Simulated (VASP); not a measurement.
**CuI (rocksalt): one r²SCAN single-point calculation in two programs**

```
CELL_PARAMETERS angstrom
0.00000 2.85611 2.85611
2.85611 0.00000 2.85611
2.85611 2.85611 0.00000
ATOMIC_POSITIONS crystal
Cu 0.00000 0.00000 0.00000
I 0.50000 0.50000 0.50000
```

Datasets and cutoffs are each program's own. VASP's cell holds 18 valence electrons and Ansatz's 36. Ansatz's stress includes a Pulay correction; VASP's doesn't.

Cutoffs: 520 eV in VASP, 500 eV in Ansatz. k meshes: 8×8×8 and 8×8×8.

|  | VASP | Ansatz |
| --- | --- | --- |
| gap between bands v and c | -0.11 eV (bands overlap: a metal) | -0.11 eV (bands overlap: a metal) |
| least direct gap | 1.39 eV | 1.39 eV |
| pressure | 0.0 GPa | 0.0 GPa |

Band v is the last that the valence electrons fill when counted band by band, and c is the next. Levels in eV from the top of v, Ansatz:

```
point    v−1      v      c   c+1
    Γ  -1.92  -1.92   1.56  7.79
    X  -1.63  -1.50  -0.11  4.74
    W  -1.59  -1.56   2.92  5.83
    K  -1.53  -1.18   1.53  5.99
    L   0.00   0.00   3.26  4.81
```

VASP:

```json
{"point": "Γ", "v−1": "-1.92", "v": "-1.92", "c": "1.55", "c+1": "7.73"}
{"point": "X", "v−1": "-1.63", "v": "-1.51", "c": "-0.11", "c+1": "4.72"}
{"point": "W", "v−1": "-1.59", "v": "-1.57", "c": "2.91", "c+1": "5.81"}
{"point": "K", "v−1": "-1.54", "v": "-1.19", "c": "1.53", "c+1": "5.97"}
{"point": "L", "v−1": "0.00", "v": "0.00", "c": "3.25", "c+1": "4.78"}
```
